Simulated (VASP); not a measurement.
**How uniaxial stress along [001] changes SiC (F-43m)**

Wanted: the response of SiC to uniaxial stress along [001], as a table, with a fit that predicts a row left out.

Program: VASP 6.6.1. Level of theory: LDA; plane waves and PAW (Si, C), in the first sound run; inputs show where later runs differ. Results are calculated unless marked as measured.

## (1) The structure

It takes space group F-43m (No. 216, cubic). Conventional cell: a = 4.360 Å, b = 4.360 Å, c = 4.360 Å, α = 90.00°, β = 90.00°, γ = 90.00°. Nearest to Si lie 4 C at 1.89 Å. Nearest to C lie 4 Si at 1.89 Å. Farther neighbours are not listed.

Coordinates:

```cif
data_structure
_symmetry_space_group_name_H-M 'P 1'
_symmetry_Int_Tables_number 1
_cell_length_a 3.0830
_cell_length_b 3.0830
_cell_length_c 3.0830
_cell_angle_alpha 60.000
_cell_angle_beta 60.000
_cell_angle_gamma 60.000
_cell_volume 20.72
loop_
_atom_site_label
_atom_site_type_symbol
_atom_site_fract_x
_atom_site_fract_y
_atom_site_fract_z
_atom_site_occupancy
Si1 Si 0.00000 0.00000 0.00000 1
C2 C 0.25000 0.25000 0.25000 1
```

## (2) Relax the crystal, LDA

The series starts from the cell that this level prefers, so that zero strain is near zero stress.

This step took 2 runs in a row; the last is shown.

Level: LDA; plane waves and PAW (Si, C).

INCAR

```
SYSTEM = SiC
PREC = Accurate
ENCUT = 600
EDIFF = 1E-07
NELM = 120
ISMEAR = 0
SIGMA = 0.02
LREAL = .FALSE.
ALGO = Normal
GGA = CA
NBANDS = 10
LASPH = .TRUE.
LORBIT = 11
LWAVE = .FALSE.
LCHARG = .FALSE.
KPAR = 16
IBRION = 2
NSW = 40
ISIF = 3
EDIFFG = -0.005
POTIM = 0.4
```

POSCAR

```
SiC
1.0
    0.0000000000      2.1652404209      2.1652404209
    2.1652404209      0.0000000000      2.1652404209
    2.1652404209      2.1652404209      0.0000000000
Si C
1 1
Direct
    0.0000000000      0.0000000000      0.0000000000
    0.2500000000      0.2500000000      0.2500000000
```

KPOINTS

```
Automatic mesh
0
Gamma
12 12 12
0 0 0
```

The projector-augmented-wave data sets are Si and C (LDA family, release 64).

The run is started by

```
$ mpirun -np 16 vasp_std
```

The program printed:

```text
[banner, memory and clock lines left out]
running   16 mpi-ranks, on    1 nodes
[...]
|                                                                             |
|           W    W    AA    RRRRR   N    N  II  N    N   GGGG   !!!           |
|           W    W   A  A   R    R  NN   N  II  NN   N  G    G  !!!           |
|           W    W  A    A  R    R  N N  N  II  N N  N  G       !!!           |
|           W WW W  AAAAAA  RRRRR   N  N N  II  N  N N  G  GGG   !            |
|           WW  WW  A    A  R   R   N   NN  II  N   NN  G    G                |
|           W    W  A    A  R    R  N    N  II  N    N   GGGG   !!!           |
|                                                                             |
|     For optimal performance we recommend to set                             |
|       NCORE = 2 up to number-of-cores-per-socket                            |
|     NCORE specifies how many cores store one orbital (NPAR=cpu/NCORE).      |
|     This setting can greatly improve the performance of VASP for DFT.       |
[...]
|     Unfortunately you need to use the default for GW and RPA                |
|     calculations (for HF NCORE is supported but not extensively tested      |
|     yet).                                                                   |
|                                                                             |

 LDA part: xc-table for (Slater(with rela. corr.)+CA(PZ))
 , standard interpolation
 POSCAR, INCAR and KPOINTS ok, starting setup
[...]
entering main loop
       N       E                     dE             d eps       ncg     rms          rms(c)
DAV:   1     0.408551955499E+01    0.40855E+01   -0.44454E+03  1504   0.771E+02
DAV:   2    -0.180102019773E+02   -0.22096E+02   -0.20958E+02  1842   0.117E+02
DAV:   3    -0.187329053029E+02   -0.72270E+00   -0.72107E+00  1674   0.186E+01
DAV:   4    -0.187365577239E+02   -0.36524E-02   -0.36521E-02  1648   0.166E+00
[...]
DAV:  11    -0.166448018268E+02   -0.42573E-06   -0.30540E-06  1718   0.119E-02    0.134E-02
DAV:  12    -0.166448016038E+02    0.22293E-06   -0.68107E-07  1496   0.428E-03    0.594E-04
DAV:  13    -0.166448016031E+02    0.76636E-09   -0.28133E-08   750   0.115E-03
   1 F= -.16644802E+02 E0= -.16644802E+02  d E =-.166448E+02
[...]
reached required accuracy - stopping structural energy minimisation
```

Wall time 2.8 s (16 MPI ranks of Intel Xeon Platinum 8259CL at 2.50GHz (Skylake/Cascade Lake), shared host); peak memory 2.1 GiB; 26 s of CPU time.

The logs omit lines about the potential files and the build; timing stands in the text.

Parts of OUTCAR (step 2):

```text
  Total        0.0011091      0.0011091      0.0011091      0.0000000     -0.0000000     -0.0000000
  in kB        0.0875245      0.0875245      0.0875245      0.0000000     -0.0000000     -0.0000000
  external PRESSURE =       0.0875245 kB  Pullay stress =       0.0000000 kB

 POSITION                                       TOTAL-FORCE (eV/Angst)
 -----------------------------------------------------------------------------------
      0.00000      0.00000      0.00000        -0.000000      0.000000     -0.000000
      1.08262      1.08262      1.08262         0.000000     -0.000000      0.000000
 -----------------------------------------------------------------------------------
    total drift:                                0.000000      0.000000      0.000000

  FREE ENERGIE OF THE ION-ELECTRON SYSTEM (eV)
  ---------------------------------------------------
  free  energy   TOTEN  =       -16.6448016031 eV

  energy  without entropy=      -16.6448016031  energy(sigma->0) =      -16.64480160

 reached required accuracy - stopping structural energy minimisation

[... 3 further parts left out ...]
[key lines of the parts left out:]
E-fermi :   8.4189
```

Read from the output:

```
energy(sigma→0) of the program : -16.6448 eV
stress, compression positive   : xx, yy, zz 0.01, 0.01, 0.01 GPa
volume                         : 20.302 Å³
ionic steps                    : 1
```

## (3) Strain across the axis, LDA

One member in full: the axis is strained by 2 %, and the two directions across it are strained alike until their mean stress is under 0.012 GPa or five steps are spent.

This step took 3 runs, each at a new trial strain with the atoms of the one before; the last is shown.

Level: LDA; plane waves and PAW (Si, C); cell typed or built by script.

Changes to INCAR since step 2:

```diff
@@ -15,7 +15,7 @@
 LCHARG = .FALSE.
-KPAR = 16
-IBRION = 2
-NSW = 40
-ISIF = 3
-EDIFFG = -0.005
-POTIM = 0.4
+KPAR = 4
+IBRION = 1
+NSW = 25
+ISIF = 2
+EDIFFG = -0.004
+POTIM = 0.3
```

POSCAR

```
SiC
1.0
    0.0000000000      2.1545544480      2.2085452290
    2.1545544480      0.0000000000      2.2085452290
    2.1545544480      2.1545544480      0.0000000000
Si C
1 1
Direct
    0.0000000000      0.0000000000      0.0000000000
    0.2500000000      0.2500000000      0.2500000000
```

KPOINTS is that of step 2.

The run is started by

```
$ mpirun -np 4 vasp_std
```

The program printed:

```text
[banner, memory and clock lines left out]
running    4 mpi-ranks, on    1 nodes
[...]
LDA part: xc-table for (Slater(with rela. corr.)+CA(PZ))
 , standard interpolation
 POSCAR, INCAR and KPOINTS ok, starting setup
[...]
entering main loop
       N       E                     dE             d eps       ncg     rms          rms(c)
DAV:   1     0.407311107130E+01    0.40731E+01   -0.43744E+03  3348   0.761E+02
DAV:   2    -0.179955539025E+02   -0.22069E+02   -0.20941E+02  4352   0.118E+02
DAV:   3    -0.186936271676E+02   -0.69807E+00   -0.69651E+00  3818   0.186E+01
DAV:   4    -0.186969428056E+02   -0.33156E-02   -0.33153E-02  3806   0.161E+00
[...]
DAV:  11    -0.166365977226E+02   -0.38838E-06   -0.34166E-06  3916   0.124E-02    0.129E-02
DAV:  12    -0.166365974965E+02    0.22609E-06   -0.66074E-07  3386   0.424E-03    0.654E-04
DAV:  13    -0.166365974955E+02    0.99840E-09   -0.28016E-08  1698   0.113E-03
   1 F= -.16636597E+02 E0= -.16636597E+02  d E =-.166366E+02
 BRION: g(F)=  0.379E-45 g(S)=  0.000E+00
 reached required accuracy - stopping structural energy minimisation
```

Wall time 12 s (4 MPI ranks); peak memory 0.6 GiB.

OUTCAR, selected parts (step 3):

```text
  Total       -0.0001185     -0.0001185     -0.8682754      0.0000000      0.0000000     -0.0000000
  in kB       -0.0092627     -0.0092627    -67.8448413      0.0000000      0.0000000     -0.0000000
  external PRESSURE =     -22.6211222 kB  Pullay stress =       0.0000000 kB

 POSITION                                       TOTAL-FORCE (eV/Angst)
 -----------------------------------------------------------------------------------
      0.00000      0.00000      0.00000        -0.000000     -0.000000      0.000000
      1.07728      1.07728      1.10427         0.000000      0.000000     -0.000000
 -----------------------------------------------------------------------------------
    total drift:                                0.000001      0.000001     -0.000005

  FREE ENERGIE OF THE ION-ELECTRON SYSTEM (eV)
  ---------------------------------------------------
  free  energy   TOTEN  =       -16.6365974955 eV

  energy  without entropy=      -16.6365974955  energy(sigma->0) =      -16.63659750

[... 1 part as in an earlier step ...]

[... 3 further parts left out ...]
[key lines of the parts left out:]
E-fermi :   8.3456
```

This run gave:

* energy(sigma→0) of the program: -16.6366 eV
* stress, compression positive: xx, yy, zz 0.00, 0.00, -6.78 GPa
* ionic steps: 1

## (4) Band edges, HSE06

Short lines in KPOINTS_OPT sample the zone centre along and across the axis, for masses, and the other valleys.

Level: HSE06; plane waves and PAW (Si, C); cell typed or built by script.

INCAR

```
SYSTEM = SiC
PREC = Accurate
ENCUT = 600
EDIFF = 1E-06
NELM = 100
ISMEAR = 0
SIGMA = 0.02
LREAL = .FALSE.
ALGO = Normal
LHFCALC = .TRUE.
AEXX = 0.25
GGA = PE
HFSCREEN = 0.2
LASPH = .TRUE.
NBANDS = 9
PRECFOCK = Fast
LWAVE = .FALSE.
LCHARG = .FALSE.
KPAR = 4
```

POSCAR is that of step 3.

KPOINTS

```
Automatic mesh
0
Gamma
6 6 6
0 0 0
```

KPOINTS_OPT

```
Line mode
6
Line-mode
Reciprocal
  0.00000000   0.00000000   0.00000000
  0.01757504   0.01757504  -0.00000000

  0.00000000   0.00000000   0.00000000
  0.00000000  -0.01714540  -0.01714540

  0.31000000   0.31000000   0.00000000
  0.50000000   0.50000000   0.00000000

  0.00000000   0.31000000   0.31000000
  0.00000000   0.50000000   0.50000000

  0.45000000   0.45000000   0.45000000
  0.50000000   0.50000000   0.50000000

  0.45000000   0.00000000   0.00000000
  0.50000000   0.00000000   0.00000000

  0.42500000   0.42500000   0.00000000
  0.42500000   0.44214540   0.01714540

  0.50000000   0.50000000   0.50000000
  0.48787637   0.51212363   0.50000000
```

The run is started by

```
$ mpirun -np 4 vasp_std
```

The program printed:

```text
[banner, memory and clock lines left out]
running    4 mpi-ranks, on    1 nodes
[...]
|                                                                             |
|               ----> ADVICE to this user running VASP <----                  |
|                                                                             |
|     You enforced a specific xc type in the INCAR file but a different       |
|     [... a line on the potential file left out ...]
|     I HOPE YOU KNOW WHAT YOU ARE DOING!                                     |
|                                                                             |

 LDA part: xc-table for (Slater+PW92), standard interpolation
 found WAVECAR, reading the header
 POSCAR, INCAR and KPOINTS ok, starting setup
[...]
reading WAVECAR
 the WAVECAR file was read successfully
 initial charge from wavefunction
 entering main loop
       N       E                     dE             d eps       ncg     rms          rms(c)
DAV:   1    -0.175288018759E+02   -0.17529E+02   -0.81353E-01   540   0.733E+00    0.427E+00
DAV:   2    -0.175308038299E+02   -0.20020E-02   -0.11759E-02   773   0.960E-01    0.278E+00
DAV:   3    -0.175291835490E+02    0.16203E-02   -0.16598E-03   720   0.229E-01    0.161E+00
DAV:   4    -0.175287468613E+02    0.43669E-03   -0.38300E-04   586   0.119E-01    0.895E-01
[...]
DAV:   8    -0.175285213059E+02    0.50208E-05   -0.16931E-06   485   0.119E-02    0.923E-02
DAV:   9    -0.175285197192E+02    0.15867E-05   -0.62146E-07   276   0.719E-03    0.527E-02
DAV:  10    -0.175285193116E+02    0.40759E-06   -0.25438E-07   276   0.487E-03
   1 F= -.17528519E+02 E0= -.17528519E+02  d E =-.201463E-34
 Start KPOINTS_OPT (optional k-point list driver)
k-point batch [1-30\48]
       N       E                     dE             ncg
DAV:   1     0.137327084723E+04   -0.57895E+04      564
DAV:   2     0.568973005036E+03   -0.80430E+03      832
DAV:   3     0.518530169982E+03   -0.50443E+02      636
DAV:   4     0.518223136368E+03   -0.30703E+00      690
DAV:   5     0.518220486657E+03   -0.26497E-02      699
DAV:   6     0.518220474666E+03   -0.11991E-04      724
DAV:   7     0.518220474600E+03   -0.66572E-07      692
k-point batch [31-48\48]
       N       E                     dE             ncg
DAV:   1     0.515941224869E+04   -0.62212E+04      332
DAV:   2     0.473001651081E+04   -0.42940E+03      429
DAV:   3     0.470626120636E+04   -0.23755E+02      390
DAV:   4     0.470607045257E+04   -0.19075E+00      434
DAV:   5     0.470606966307E+04   -0.78950E-03      410
DAV:   6     0.470606966044E+04   -0.26357E-05      442
DAV:   7     0.470606966042E+04   -0.11541E-07      442
```

Wall time 2.1 min (4 MPI ranks); peak memory 1.1 GiB.

OUTCAR, selected parts (step 4):

```text
  LATTYP: Found a body centered tetragonal cell.
 ALAT       =     3.0470001212
 C/A-ratio  =     1.4496522095

 Subroutine GETGRP returns: Found  8 space group operations
 (whereof  8 operations were pure point group operations)

The static configuration has the point symmetry D_2d.

 Found     30 irreducible k-points:

   k-points           NKPTS =     30   k-points in BZ     NKDIM =    216   number of bands    NBANDS=      9

   dimension x,y,z NGX =    28 NGY =   28 NGZ =   24
   dimension x,y,z NGXF=    56 NGYF=   56 NGZF=   48

   ENCUT  =  600.0 eV  44.10 Ry    6.64 a.u.   6.16  6.16  6.09*2*pi/ulx,y,z

   NELECT =       8.0000    total number of electrons

  exchange ACFDT corr.  =         0.00000000  see jH, gK, PRB 81, 115126

 E-fermi :   7.9601

 k-point     1 :       0.0000    0.0000    0.0000
  band No.  band energies     occupation
      1      -9.3154      2.00000
      2       7.6111      2.00000
      3       7.7919      2.00000
      4       7.7919      2.00000
      5      15.4047      0.00000
      6      16.3927      0.00000
      7      16.3927      0.00000
      8      16.4558      0.00000
      9      23.3800      0.00000

 k-point     2 :       0.1667    0.0000    0.0000
  band No.  band energies     occupation
      1      -8.7254      2.00000
      2       5.1485      2.00000
      3       7.2853      2.00000
      4       7.4666      2.00000
      5      15.4235      0.00000
      6      16.9366      0.00000
      7      17.0046      0.00000
      8      17.6480      0.00000
      9      21.9391      0.00000

 POSITION                                       TOTAL-FORCE (eV/Angst)
 -----------------------------------------------------------------------------------
      0.00000      0.00000      0.00000        -0.000000      0.000000      0.000000
      1.07728      1.07728      1.10427         0.000000     -0.000000      0.000000
 -----------------------------------------------------------------------------------
    total drift:                                0.000003      0.000003      0.000000

  FREE ENERGIE OF THE ION-ELECTRON SYSTEM (eV)
  ---------------------------------------------------
  free  energy   TOTEN  =       -17.5285193116 eV

  energy  without entropy=      -17.5285193116  energy(sigma->0) =      -17.52851931

[... 1 part as in an earlier step ...]

[... 7 further parts left out ...]
```

This run gave:

```
energy(sigma→0) of the program : -17.5285 eV
```

(Part 1 of 2 ends here.)

[Lines on the potential files, build, host, timing and source positions are cut from VASP's logs without a mark.]

[Logs are printed without paths, hosts, clocks, repeated set-up lines and the standing remarks that a program may print on its own settings, such as how far it seeks lower states.]

[Hosts, paths, dates, database ids (printed as entryN), source tags and the programs' standing remarks are cut or masked in the printed files.]

[In band tables of VASP the shares of atoms and orbitals are scaled to a sum of 1 inside the atoms' spheres.]
